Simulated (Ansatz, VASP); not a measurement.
Pb in VASP and in Ansatz

```xyz
1
Lattice="3.2829 0.0000 0.0000 0.0000 3.2829 0.0000 0.0000 0.0000 3.2829" Properties=species:S:1:pos:R:3 pbc="T T T"
Pb    0.0000    0.0000    0.0000
```

Change from the starting cell: volume scaled by 1.025, PAW files.

Alike in both runs: task electric field gradients; functional PBE; k mesh 11 × 11 × 11; occupations fermi-dirac, width 0.08 eV; no spin polarisation.

```csv
,VASP,Ansatz
version,VASP 6.6.1,Ansatz 0.2.0
potentials or method,"VASP PAW PBE potentials, release 64 (Pb_d)","PAW with Ansatz's default frozen-core files, scalar-relativistic"
plane-wave cutoff (eV),520,420
valence electrons in the cell,14,14
```

VASP gave:

* pressure (GPa): -0.9
* Vzz of the field gradient on the site that differs most (V/Å²): 0.0

Task: Which values does Ansatz return?

Result: Pressure (GPa): -0.8; Vzz of the field gradient on the site that differs most (V/Å²): 0.0.

The functional is the same, so the differences come from potentials, cutoffs and numerics. Ansatz warned: «gradients_without_spin_orbit».

The runs have no spin-orbit coupling, so splittings on Pb are missing.
